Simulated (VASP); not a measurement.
A run of VASP 6.6.1 is set up as follows.

File INCAR:

```
ALGO = Normal
EDIFF = 1E-6
EDIFFG = -0.005
ENCUT = 600
GGA = PE
IBRION = 2
ISIF = 3
ISMEAR = 0
LASPH = True
LCHARG = False
LREAL = False
LWAVE = False
NELM = 60
NSW = 60
PREC = Accurate
SIGMA = 0.02
```

Contents of KPOINTS:

```
k-points
0
Gamma
  6 6 4
```

Contents of POSCAR:

```
GaN
1.0
    3.1900000000      0.0000000000      0.0000000000
   -1.5950000000      2.7626210381      0.0000000000
    0.0000000000      0.0000000000      5.1890000000
Ga N
2 2
Direct
    0.3333333333      0.6666666667      0.0000000000
    0.6666666667      0.3333333333      0.5000000000
    0.3333333333      0.6666666667      0.3770000000
    0.6666666667      0.3333333333      0.8770000000
```

Potentials or basis: VASP PAW PBE potentials, release 64 (Ga_d, N).

Command:

```sh
$ cat potpaw_PBE.64/Ga_d/POTCAR potpaw_PBE.64/N/POTCAR > POTCAR
$ mpirun -np 1 vasp_std > vasp.out
```

Question: Predict the space group after relaxing (to 0.05 Å).

Answer: P6_3mc (No. 186).

Question: Predict the relaxed volume.

Answer: 11.76 Å³/atom.

Question: What does it give for the relaxed cell?

Answer: a = 3.219 Å, b = 3.219 Å, c = 5.241 Å, α = 90.00°, β = 90.00°, γ = 120.00°.

Final structure:
```
CELL_PARAMETERS angstrom
3.21867 0.00000 0.00000
-1.60933 2.78745 0.00000
0.00000 0.00000 5.24126
ATOMIC_POSITIONS crystal
Ga 0.33333 0.66667 0.00006
Ga 0.66667 0.33333 0.50006
N 0.33333 0.66667 0.37694
N 0.66667 0.33333 0.87694
```
